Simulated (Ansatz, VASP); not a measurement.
# One calculation of MgO2, two programs

```
Mg O
1.0
     1.69409    0.97809    3.13521
    -1.69409    0.97809    3.13521
     0.00000   -1.95617    3.13521
Mg O
1 2
Direct
  0.00000 0.00000 0.00000
  0.42879 0.42879 0.42879
  0.57121 0.57121 0.57121
```

Alike in both runs: task single point; functional PBEsol; k mesh 12 × 12 × 12; occupations gaussian, width 0.05 eV; no spin polarisation.

|  | VASP | Ansatz |
| --- | --- | --- |
| version | VASP 6.6.1 | Ansatz 0.2.0 |
| potentials or method | VASP PAW PBE potentials, release 64 (Mg, O) | scalar-relativistic, plane waves, PAW |
| plane-wave cutoff (eV) | 520 | 420 |
| valence electrons in the cell | 14 | 22 |

|  | VASP | Ansatz | Ansatz less VASP |
| --- | --- | --- | --- |
| gap on the k mesh at the Fermi level (eV) | 2.16 | 2.17 | +0.008 |
| least direct gap on the mesh (eV) | 2.55 | 2.56 | +0.012 |
| pressure (GPa) | 8.3 | 8.1 | -0.26 |
| largest component of the traceless stress (GPa) | 47.25 | 45.08 | -2.174 |
| rms of the force components (eV/Å) | 2.640 | 2.447 | -0.1932 |

Atom by atom the forces differ by 0.193 eV/Å (rms over components). The functional is the same, so the differences come from potentials, cutoffs and numerics. The two sets of potentials don't hold the same shells in valence.

Caveats: the PAW data sets were made with another functional, which shifts forces and pressure a little (VASP). A k mesh can miss the band edges.
